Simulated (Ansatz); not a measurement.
# Infrared modes and screening in KCl (NiAs type)

Perturbation theory with PBEsol in the PAW code Ansatz on the PBEsol cell, ground state and force constants on a 6×6×4 mesh. (Calculated; spin-unpolarised; the phase may be known or hypothetical.)

Space group P6_3/mmc (No. 194), hexagonal; a = 4.308 Å, c = 7.588 Å in the conventional setting, 30.49 Å³ an atom. Around K lie 6 Cl at 3.13 Å; around Cl lie 6 K at 3.13 Å.

```
CELL_PARAMETERS angstrom
4.30778 0.00000 0.00000
-2.15389 3.73065 0.00000
0.00000 0.00000 7.58831
ATOMIC_POSITIONS crystal
K 0.00000 0.00000 0.00000
K 0.00000 0.00000 0.50000
Cl 0.33333 0.66667 0.25000
Cl 0.66667 0.33333 0.75000
```

Optical modes without the longitudinal term:
```tsv
ω (cm⁻¹)	degeneracy	IR intensity, summed over the level ((D/Å)²/amu)
86	2	0.00
103	2	0.00
133	2	6.09
142	1	3.37
151	1	0.00
167	1	0.00
```

All optical modes at Γ are real, from 86 to 167 cm⁻¹ without the longitudinal term; this says nothing of other wave vectors. With the long-range field the highest mode reaches 212 cm⁻¹. Of the real levels 2 are infrared active, the strongest at 133 cm⁻¹.

The clamped-ion dielectric constant comes out as 2.37 along x and y, 2.41 along z. With the ions relaxed, ε⁰ is 5.4 along x and y, 5.3 along z. Born charges, averaged over directions: K +1.13, Cl -1.13 e.

For comparison, on the r2SCAN cell the mean ε∞ is 2.25 with r2SCAN (ground state on 6×6×4; least gap 5.76 eV), 2.33 with PBE (ground state on 6×6×4; least gap 5.13 eV).
